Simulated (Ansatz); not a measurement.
Runs of Ansatz 0.2.0 on FePt (Tetraferroplatinum). It takes space group P4/mmm (No. 123, tetragonal). Conventional cell: a = 2.724 Å, b = 2.724 Å, c = 3.720 Å, α = 90.00°, β = 90.00°, γ = 90.00°. Pt (site symmetry 4/mmm) is surrounded by 8 Fe at 2.68 Å and 4 Pt at 2.72 Å. Around Fe (site symmetry 4/mmm) lie 8 Pt at 2.68 Å and 4 Fe at 2.72 Å. 

```tsv
task	level	cell	cutoff (eV)	smearing	gap on the mesh (eV)	pressure (GPa)	moment (μB)	relaxed volume (Å³/atom)
relaxation of cell and atoms	revPBE	relaxed	-	fermi-dirac 0.05 eV	-	0.0	(a)	14.28
relaxation of cell and atoms	PBE+D3(BJ)	relaxed	-	fermi-dirac 0.05 eV	-	0.0	3.25	13.60
single point	PBEsol	as given	282	fermi-dirac 0.05 eV	none	-6.0	3.28	-
relaxation of cell and atoms	BLYP	relaxed	-	fermi-dirac 0.05 eV	-	0.0	3.33	(b)
single point	PBE	as given	282	gaussian 0.021 eV	none	3.3	3.28	-
single point	PBE	as given	282	gaussian 0.014 eV	none	3.4	3.28	-
single point	PBE	as given	282	gaussian 0.017 eV	none	3.4	3.28	-
band structure	RPBE	as given	282	fermi-dirac 0.05 eV	-	(c)	3.31	-
```

Alike in all rows: potentials or basis all-electron LAPW, scalar-relativistic; spin collinear, ferromagnetic start; k mesh 10 × 10 × 7; basis error allowed 0.001 eV/atom.

Problem. Fill in the values left out.

Solution. (a) 3.37; (b) 14.78; (c) 8.4.

A k mesh can miss the band edges, and the runs leave out spin-orbit coupling on Pt.

A gap of «none» marks a metal or a gap under the smearing width.

Not every run made on this cell is shown here.
